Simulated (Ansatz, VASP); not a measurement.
# One calculation of ZnS (Wurtzite-2H), two programs

```
CELL_PARAMETERS angstrom
3.81100 0.00000 0.00000
-1.90550 3.30042 0.00000
0.00000 0.00000 6.23400
ATOMIC_POSITIONS crystal
Zn 0.66667 0.33333 0.50000
Zn 0.33333 0.66667 0.00000
S 0.66667 0.33333 0.88500
S 0.33333 0.66667 0.38500
```

Alike in both runs: task relaxation of cell and atoms; functional PBE; k mesh 8 × 8 × 5; occupations fermi-dirac, width 0.05 eV; no spin polarisation.

|  | VASP | Ansatz |
| --- | --- | --- |
| version | VASP 6.6.1 | Ansatz 0.2.0 |
| potentials or method | VASP PAW PBE potentials, release 54 (Zn, S) | Ansatz PAW |
| plane-wave cutoff (eV) | 600 | 420 |
| valence electrons in the cell | 36 | 36 |

Ansatz gave:

```
relaxed volume (Å³/atom)                                     : 20.19
relaxed cell length with the largest relative difference (Å) : 6.304
energy change over the relaxation (meV/atom)                 : -9
```

**Question.** Which values does VASP return?

**Answer.** Relaxed volume (Å³/atom): 20.20; relaxed cell length with the largest relative difference (Å): 6.307; energy change over the relaxation (meV/atom): -10.

Caveats: the plane-wave basis is chosen anew once the cell has moved, so the energies of steps on either side of that aren't comparable (Ansatz). PBE usually gives volumes a little too large and moduli too small. Zero-point motion and thermal expansion aren't in these numbers.
